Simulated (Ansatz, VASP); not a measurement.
# Ru in VASP and in Ansatz

INCAR

```
SYSTEM = Ru
  PREC = Accurate
  ENCUT = 520
  EDIFF = 1E-6
  ISMEAR = 0
  SIGMA = 0.15
  LREAL = .FALSE.
  LASPH = .TRUE.
  NELM = 100
  ALGO = Fast
  ISIF = 2
  LWAVE = .FALSE.
  LCHARG = .FALSE.
  GGA = PS
  NBANDS = 21
```

The input KPOINTS:

```
Automatic mesh
0
G
  21 21 12
  0 0 0
```

The input POSCAR:

```
Ru
1.0
    2.7744183409      0.0000000000      0.0000000000
   -1.3872091704      2.4027167640      0.0000000000
    0.0000000000      0.0000000000      4.3164400548
Ru
2
Direct
    0.3333333333      0.6666666667      0.2500000000
    0.6666666667      0.3333333333      0.7500000000
```

Input for Ansatz:

```yaml
crystal:
  lattice:
    - [2.7744183409, 0.0, 0.0]
    - [-1.3872091704, 2.402716764, 0.0]
    - [0.0, 0.0, 4.3164400548]
  atoms:
    - { symbol: Ru, position: [0.3333333333, 0.6666666667, 0.25] }
    - { symbol: Ru, position: [0.6666666667, 0.3333333333, 0.75] }
basis:
  ecutwfc: 420
kpoints:
  mp_grid: { grid: [21, 21, 12] }
hamiltonian:
  xc: pbesol
  pseudopotentials: { kind: paw, azcp: { folder: soft_1 } }
scf:
  occupations: { method: gaussian, width: 0.15 }
output:
  forces: true
  stress: true
  eigenvalues: true
```

Alike in both runs: task single point; functional PBEsol; k mesh 21 × 21 × 12; occupations gaussian, width 0.15 eV; no spin polarisation.

|  | VASP | Ansatz |
| --- | --- | --- |
| version | VASP 6.6.1 | Ansatz 0.2.0 |
| potentials or method | VASP PAW PBE potentials, release 64 (Ru_pv) | scalar-relativistic, plane waves, PAW |
| plane-wave cutoff (eV) | 520 | 420 |
| valence electrons in the cell | 28 | 32 |

```tsv
	VASP	Ansatz	Ansatz less VASP
gap on the k mesh at the Fermi level (eV)	none	none	-
pressure (GPa)	-22.1	-21.9	+0.18
largest component of the traceless stress (GPa)	2.58	2.59	+0.014
```

A gap of «none» marks a metal or a gap that the smearing closes. The functional is the same, so the differences come from potentials, cutoffs and numerics. The two sets of potentials don't hold the same shells in valence. Ansatz warned: «pseudo_functional_mismatch».

Caveats: so large a pressure means that the cell lies far from this level's equilibrium, or that cutoff or potentials fall short (VASP); the potentials were made for another functional, which shifts forces and pressure (VASP).
